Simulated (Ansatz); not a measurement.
# CuI2 (CdCl2 type): one cell, many starting occupations (series 2), part 1 of 2

Aim: start the open shells of CuI2 (CdCl2 type) from different occupation matrices at one fixed cell, and see in which states the SCF ends. Cell and atoms stay fixed. The start comes from a prototype table, not from a measured structure.

Program: Ansatz 0.2.0. Level of theory: DFT r²SCAN+U (U_eff = 3 eV on Cu d), plane waves, PAW. These are calculated values, not measurements.

**1. The structure to begin with**

It takes space group R-3m (No. 166, trigonal). Conventional cell: a = 4.305 Å, b = 4.305 Å, c = 19.523 Å, α = 90.00°, β = 90.00°, γ = 120.00°. Cu (site symmetry -3m) has 6 I at 2.95 Å in its first shell of neighbours. I (site symmetry 3m) has 3 Cu at 2.95 Å in its first shell of neighbours.

Structure file:

```xyz
3
Lattice="2.1525 1.2427 6.5078 -2.1525 1.2427 6.5078 0.0000 -2.4855 6.5078" Properties=species:S:1:pos:R:3 pbc="T T T"
Cu    0.0000    0.0000    0.0000
I     0.0000    0.0000    4.9199
I     0.0000    0.0000   14.6034
```

Magnetic order typed: ferromagnetic.

The runs: random orbitals: single harmonics, second filling; random orbitals: fully mixed, first filling; random orbitals: single harmonics, first filling; random orbitals: fully mixed, one electron fewer; random orbitals: drawn by pairs, first filling.

An earlier series on this cell reached its lowest free state from «from atoms, symmetry kept, no search», perhaps among other starts.

**2. Random orbitals: single harmonics, second filling**

The input, input.yaml:

```yaml
crystal:
  lattice:
    - [2.15248286, 1.24273656, 6.50776637]
    - [-2.15248286, 1.24273656, 6.50776637]
    - [0.0, -2.48547312, 6.50776637]
  atoms:
    - { symbol: Cu, position: [0.0, 0.0, 0.0], spin: 1.0 }
    - { symbol: I, position: [0.252, 0.252, 0.252] }
    - { symbol: I, position: [0.748, 0.748, 0.748] }
basis:
  ecutwfc: 500
  ecutrho_ratio: 4
kpoints:
  mp_grid: { grid: [5, 5, 5] }
hamiltonian:
  xc: r2scan
  hubbard:
    sites:
      - { site: 0, l: d, u_eff: 3.0, starting_ns: [{ spin: up, occupation_matrix: s0up }, { spin: down, occupation_matrix: s0down }] }
    occupation_matrices:
      s0up:
        matrix:
          - [0.97, 0.0, 0.0, 0.0, 0.0]
          - [0.0, 0.97, 0.0, 0.0, 0.0]
          - [0.0, 0.0, 0.97, 0.0, 0.0]
          - [0.0, 0.0, 0.0, 0.97, 0.0]
          - [0.0, 0.0, 0.0, 0.0, 0.97]
      s0down:
        matrix:
          - [0.97, 0.0, 0.0, 0.0, 0.0]
          - [0.0, 0.97, 0.0, 0.0, 0.0]
          - [0.0, 0.0, 0.97, 0.0, 0.0]
          - [0.0, 0.0, 0.0, 0.97, 0.0]
          - [0.0, 0.0, 0.0, 0.0, 0.02]
    ns_hold: { iters: 5 }
scf:
  occupations: { method: gaussian, width: 0.05 }
  lower_state_search: "off"
  max_iter: 150
output:
  forces: true
  stress: true
  eigenvalues: true
  populations: true
  hubbard: { sites: [{ site: 0, l: d }] }
magnetization:
  spin_polarized: true
```

The typed matrices put 0.97 on the chosen orbitals and 0.02 on the others, and are held for 5 cycles.

Started as:

```
$ ansatz run input.yaml --threads 4 --pin off --max-ram 6144MiB --backend cpu --events-out ev --progress --plain --runs-dir out
```

Standard output, shortened:

```text
Warning: crystal.symmetry: narrowed to the stabiliser of the occupation matrices — unitary ops 12 → 4; lowered by the specified shell (site 0, l: d); largest admitted image defect 1.3e-15, smallest excluded 7.1e-1 — at a splitting's scale: the group the occupation matrices' own texture admits
Warning: RAYON_NUM_THREADS=4 ignored (pool sized by the plan → 4); use --threads N
[...]
Cu: projections on atomic orbitals take those of the free atom [Ne] 3s2 3p6 3d10 4s1, of charge +0.00 (hamiltonian.pseudopotentials.projection_atoms); the dataset's partial waves leave at most 2.0e-6 of an orbital's norm unspanned inside its sphere
I: projections on atomic orbitals take those of the free atom [Kr] 4d10 5s2 5p5, of charge +0.00 (hamiltonian.pseudopotentials.projection_atoms); the dataset's partial waves leave at most 9.4e-6 of an orbital's norm unspanned inside its sphere
[...]
Pseudopotentials: kind: paw
Pseudopotential: Cu, paw, valence charge 19, recommended cutoff 500 eV (meta_gga), Cu.paw.azcp
Pseudopotential: I, paw, valence charge 17, recommended cutoff 500 eV (meta_gga), I.paw.azcp
Functional definition: r2SCAN
[...]
Crystal: 3 atoms, lattice volume = 104.448 Å³
Basis set: ecut = 500 eV, 2633 PW (Γ), FFT grids on a1−a3, a2−a3, a3, exchange–correlation on 128×128×216 points (64 copies of the dense FFT grid, shifted against one another)
Bands: 33, of which v1, the nominal top of the filled ones, is band 27 counted from 1 (26 counted from 0)
Symmetry: 4 space group operations
k-points: 39 of 125
[...]
Starting moments: Σ|m| = 1 μB on 1 of 3 sites
[...]
WARN: hamiltonian.hubbard: on 1 of 2 specified blocks the occupation matrix of this SCF's result fails the test of the specified filling. At site 0 ↓ (sites count from 0 in the list of atoms of the cell that this SCF solves) the least filled combination of the orbitals specified full has [...]
E sigma→0 (E₀):  -21686.914426 eV
Entropy (-TS):   -0.003297 eV (-1.099 meV/atom)
Fermi energy:    5.086865 eV
[...]
--- Specified on-site occupations, and those of the state reported ---
  electrons in the specified blocks: 8.7500 specified, 9.7843 found
  site 0 (l=d) ↓: largest change of an orbital's occupation 0.9420; electrons 3.9000 specified, 4.7926 found; spectral distance 0.8850
  site 0 (l=d) ↑: largest change of an orbital's occupation 0.0287; electrons 4.8500 specified, 4.9917 found; spectral distance 0.0634
--- Forces (eV/Å), atoms counted from 1 ---
  atom   1  Cu     0.00000000     0.00000000    -0.00000000
  atom   2  I     -0.00000000    -0.00008486     0.50601139
  atom   3  I      0.00000000     0.00008486    -0.50601139
[...]
--- Stress (GPa, compression-positive) ---
       -4.960829      -0.000000       0.000000
       -0.000000      -4.961581       0.000346
        0.000000       0.000324      -2.808254
  P = ⅓ Tr σ = -4.2436 GPa (-42.436 kbar)
--- Band table (eV; the first three rows and the last of 78) ---
[...]
Occupation matrices written to <dir>
--- Löwdin populations: 3 sites ---
  site symbol       q [e]    m [muB]
     0     Cu     18.3964     0.1685
     1      I     17.2312     0.4225
     2      I     17.2312     0.4225
  spilling = 0.002663 (of n_electrons = 53.000000)
--- Occupation matrices: 1 shell (run DFT+U table (all-electron-ortho-atomic); ε = 6.31e-3) ---
  Cu0 d_3D: site group D3d (-3m)
  Cu0 d_3D up     Tr n = 4.9917  λ = 0.998 0.998 0.999 0.999 0.999  [5× z2 0.20 (T2g 0.60) Eg(0.80)]
  Cu0 d_3D dn     Tr n = 4.7926  λ = 0.901 0.901 0.997 0.997 0.997  [2× yz 0.31 (Eg 1.00) Eg(1.00) | 3× z2 0.33 (T2g 1.00) Eg(0.67)]
  specified occupation → Cu0 d_3D up: matrix, ‖Δ‖_F = 0.0634, Tr Δ = -0.1417, displaced = 0.0709, d_λ = 0.0634; orbital distance = 0.0000
  specified occupation → Cu0 d_3D dn: matrix, ‖Δ‖_F = 0.9459, Tr Δ = -0.8926, displaced = 0.5494, d_λ = 0.8850; orbital distance = 1.0556
  Tr n, λ and their labels are of the run-group-symmetrised matrices; stabiliser: 12 of 24 elements of G0×{1,Θ} (closed), max defect 8.4e-5 at τ = 1.3e-3
```

It took 9.5 s on 4 threads of AMD EPYC 9R45 (Zen 5), shared host; peak memory 0.94 GiB.

End state: no gap, pressure -4.2 GPa, moments in spheres Cu 0.21; I 0.30 μB, largest force component 0.51 eV/Å, 4 symmetry operations imposed. The program reports that the typed filling wasn't kept.

How the shells are filled (orbitals counted by the eigenvalues of the occupation matrices):

```csv
shell,channel,electrons,over 0.8,0.2 to 0.8,under 0.2
Cu 3d (atom 1),up,4.99,5,0,0
Cu 3d (atom 1),down,4.79,5,0,0
```

**3. Random orbitals: fully mixed, first filling**

input.yaml: that of step 2 with these lines changed.

```diff
@@ -29,7 +29,7 @@
         matrix:
-          - [0.97, 0.0, 0.0, 0.0, 0.0]
-          - [0.0, 0.97, 0.0, 0.0, 0.0]
-          - [0.0, 0.0, 0.97, 0.0, 0.0]
-          - [0.0, 0.0, 0.0, 0.97, 0.0]
-          - [0.0, 0.0, 0.0, 0.0, 0.02]
+          - [0.94268, 0.02732, -0.08036, -0.09162, -0.09804]
+          - [0.02732, 0.94268, 0.08036, 0.09162, 0.09804]
+          - [-0.08036, 0.08036, 0.73363, -0.26946, -0.28837]
+          - [-0.09162, 0.09162, -0.26946, 0.66282, -0.32874]
+          - [-0.09804, 0.09804, -0.28837, -0.32874, 0.61819]
     ns_hold: { iters: 5 }
```

The typed matrices put 0.97 on the chosen orbitals and 0.02 on the others, and are held for 5 cycles.

Started as:

```
$ ansatz run input.yaml --threads 4 --pin off --max-ram 6144MiB --backend cpu --events-out ev --progress --plain --runs-dir out
```

Standard output, shortened:

```text
Warning: crystal.symmetry: narrowed to the stabiliser of the occupation matrices — unitary ops 12 → 2; lowered by the specified shell (site 0, l: d); largest admitted image defect 4.4e-16, smallest excluded 4.7e-1 — at a splitting's scale: the group the occupation matrices' own texture admits
Warning: RAYON_NUM_THREADS=4 ignored (pool sized by the plan → 4); use --threads N
[...]
Cu: projections on atomic orbitals take those of the free atom [Ne] 3s2 3p6 3d10 4s1, of charge +0.00 (hamiltonian.pseudopotentials.projection_atoms); the dataset's partial waves leave at most 2.0e-6 of an orbital's norm unspanned inside its sphere
I: projections on atomic orbitals take those of the free atom [Kr] 4d10 5s2 5p5, of charge +0.00 (hamiltonian.pseudopotentials.projection_atoms); the dataset's partial waves leave at most 9.4e-6 of an orbital's norm unspanned inside its sphere
[...]
[... 4 set-up lines as earlier in the session ...]
[...]
Crystal: 3 atoms, lattice volume = 104.448 Å³
[...]
WARN: hamiltonian.hubbard: on 1 of 2 specified blocks the occupation matrix of this SCF's result fails the test of the specified filling. At site 0 ↓ (sites count from 0 in the list of atoms of the cell that this SCF solves) the least filled combination of the orbitals specified full has [...]
  atom   3  I      0.00001700    -0.00003149    -0.50603186
[...]
--- Stress (GPa, compression-positive) ---
       -4.961363       0.000095       0.000036
        0.000060      -4.960957      -0.000118
        0.000021      -0.000133      -2.808411
  P = ⅓ Tr σ = -4.2436 GPa (-42.436 kbar)
--- Band table (eV; the first three rows and the last of 126) ---
[...]
Occupation matrices written to <dir>
--- Löwdin populations: 3 sites ---
  site symbol       q [e]    m [muB]
     0     Cu     18.3964     0.1686
     1      I     17.2312     0.4225
     2      I     17.2312     0.4225
  spilling = 0.002663 (of n_electrons = 53.000000)
--- Occupation matrices: 1 shell (run DFT+U table (all-electron-ortho-atomic); ε = 5.94e-3) ---
  Cu0 d_3D: site group D3d (-3m)
  Cu0 d_3D up     Tr n = 4.9917  λ = 0.998 0.998 0.999 0.999 0.999  [5× z2 0.20 (T2g 0.60) Eg(0.80)]
  Cu0 d_3D dn     Tr n = 4.7926  λ = 0.901 0.901 0.997 0.997 0.997  [2× yz 0.31 (Eg 1.00) Eg(1.00) | 3× z2 0.33 (T2g 1.00) Eg(0.67)]
  specified occupation → Cu0 d_3D up: matrix, ‖Δ‖_F = 0.0634, Tr Δ = -0.1417, displaced = 0.0709, d_λ = 0.0634; orbital distance = 0.0000
  specified occupation → Cu0 d_3D dn: matrix, ‖Δ‖_F = 0.9576, Tr Δ = -0.8926, displaced = 0.5607, d_λ = 0.8850; orbital distance = 1.1125
  Tr n, λ and their labels are of the run-group-symmetrised matrices; stabiliser: 12 of 24 elements of G0×{1,Θ} (closed), max defect 4.3e-5 at τ = 1.3e-3
```

Wall time 16 s (4 threads of AMD EPYC 9R45 (Zen 5), shared host); peak memory 1.1 GiB.

Result: no gap, pressure -4.2 GPa, moments in spheres Cu 0.21; I 0.30 μB, largest force component 0.51 eV/Å, 2 symmetry operations imposed. The program reports that the typed filling wasn't kept.

The shells' filling, with natural orbitals sorted by occupation:

| shell | channel | electrons | over 0.8 | 0.2 to 0.8 | under 0.2 |
| --- | --- | --- | --- | --- | --- |
| Cu 3d (atom 1) | up | 4.99 | 5 | 0 | 0 |
| Cu 3d (atom 1) | down | 4.79 | 5 | 0 | 0 |

(Continued in part 2 of 2.)
